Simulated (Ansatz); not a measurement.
Crystal: WS2.

```
CELL_PARAMETERS angstrom
1.57900 0.91164 6.16333
-1.57900 0.91164 6.16333
0.00000 -1.82327 6.16333
ATOMIC_POSITIONS crystal
W 0.00000 0.00000 0.00000
S 0.58100 0.58100 0.58100
S 0.75030 0.75030 0.75030
```

Measurements of this composition are mostly on another form, of space group No. 194.

| Quantity | Value |
| --- | --- |
| Program | Ansatz 0.2.0 |
| Task | single point |
| Functional | PBEsol |
| Potentials or basis | all-electron LAPW, scalar-relativistic |
| Cutoff | 289 eV (chosen from the basis error) |
| Basis error allowed | 0.001 eV/atom |
| k mesh | 10 × 10 × 10 |
| Occupations | fermi-dirac, width 0.05 eV |
| Spin | no spin polarisation |

On this cell: pressure -0.6 GPa; largest force 0.599 eV/Å; band gap on the k mesh 1.02 eV, indirect (least direct gap 2.23 eV).

The same run follows on a disturbed copy (atoms moved at random, drawn with an rms of 0.05 Å):

```
W S
1.0
     1.57900    0.91164    6.16333
    -1.57900    0.91164    6.16333
     0.00000   -1.82327    6.16333
W S
1 2
Direct
  0.98702 0.01091 0.00837
  0.58570 0.58146 0.57252
  0.74750 0.73998 0.77082
```

Question: What changes?

Answer: The energy moves by +28.3 meV/atom; pressure -3.6 GPa; largest force 1.653 eV/Å; band gap on the k mesh 0.93 eV, indirect (least direct gap 2.06 eV).

Forces in eV/Å, atoms in the order of the input:
```
W    0.952 -0.012 -1.351
S   -0.380 -0.326  1.315
S   -0.572  0.338  0.036
```

Stress tensor (GPa, compression positive):
```
-2.58 -0.86 -0.77
-0.86 -2.84  3.02
-0.77  3.02 -5.30
```

Caveats: spin-orbit coupling is left out, which moves the levels of the heavy elements.

A k mesh can miss the band edges.
